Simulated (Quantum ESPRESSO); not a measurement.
## PtSe2 (Sudovikovite) in Quantum ESPRESSO: the effect of target pressure

The system is PtSe2 (Sudovikovite).

```
CELL_PARAMETERS angstrom
3.72400 0.00000 0.00000
-1.86200 3.22508 0.00000
0.00000 0.00000 5.06200
ATOMIC_POSITIONS crystal
Pt 0.00000 0.00000 0.00000
Se 0.66667 0.33333 0.75000
Se 0.33333 0.66667 0.25000
```

Alike in all runs:

| Item | Value |
| --- | --- |
| Program | Quantum ESPRESSO 7.5 |
| Task | phonons |
| Functional | PBEsol |
| Potentials or basis | GBRV 1.5 PBEsol |
| Cutoff | 612 eV |
| Density cutoff | 4898 eV |
| k mesh | 4 × 4 × 2, shifted |
| Occupations | fermi-dirac, width 0.05 eV |
| Spin | no spin polarisation |

Each run relaxes the cell or the atoms first.

**Question.** One run gave: relaxed volume 19.90 Å³/atom; highest phonon frequency 209 cm⁻¹. Which target pressure did it use?
A. 15 GPa
B. 3 GPa
C. 8 GPa
D. -3 GPa
E. 0 GPa

**Answer.** E.

```tsv
target pressure	relaxed volume (Å³/atom)	highest phonon frequency (cm⁻¹)
-3 GPa	27.65	221
0 GPa	19.90	209
3 GPa	19.09	213
8 GPa	18.12	224
15 GPa	17.15	239
```

Caveats: all runs use coarse meshes; the layers were relaxed without a dispersion term, so their spacing and the soft interlayer modes are unreliable; the mesh is thin for the phonons of a metal (some runs); the volume moved by over 15 % at a fixed basis, so the end points are rough (some runs); the cell is more than 3 GPa from zero pressure, which shifts response properties (some runs); this functional lacks dispersion, which binds the layers, so the pressure and a relaxed spacing across them are unreliable, and here the layers came unbound (some runs).

Runs at the PBE level aren't shown here.
